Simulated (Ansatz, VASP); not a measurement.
BaZrO3 in VASP and in Ansatz

```
Ba Zr O
1.0
     4.22716    0.00000    0.00000
     0.00000    4.22716    0.00000
     0.00000    0.00000    4.22716
Ba Zr O
1 1 3
Cartesian
  0.0000 0.0000 0.0000
  2.1136 2.1136 2.1136
  0.0000 2.1136 2.1136
  2.1136 0.0000 2.1136
  2.1136 2.1136 0.0000
```

Alike in both runs: functional PBE; k mesh 6 × 6 × 6; occupations gaussian, width 0.02 eV; no spin polarisation.

Ansatz relaxed the structure, and its values are those at the end. VASP's run is a single point on that final structure, the one shown.

|  | VASP | Ansatz |
| --- | --- | --- |
| version | VASP 6.6.1 | Ansatz 0.2.0 |
| potentials or method | VASP PAW PBE potentials, release 64 (Ba_sv, Zr_sv, O) | scalar-relativistic, plane waves, PAW |
| plane-wave cutoff (eV) | 520 | 420 |
| valence electrons in the cell | 40 | 40 |

Ansatz gave:

* gap on the k mesh at the Fermi level (eV): 3.18
* least direct gap on the mesh (eV): 3.40
* pressure (GPa): 0.0

Question: Which values does VASP return?

Answer: gap on the k mesh at the Fermi level (eV): 3.13; least direct gap on the mesh (eV): 3.38; pressure (GPa): 0.9.

Caveats: spin-orbit coupling is left out, which moves the levels of the heavy elements. Expect the measured gap to be larger: semilocal functionals such as PBE lack the derivative discontinuity. A k mesh can miss the band edges.
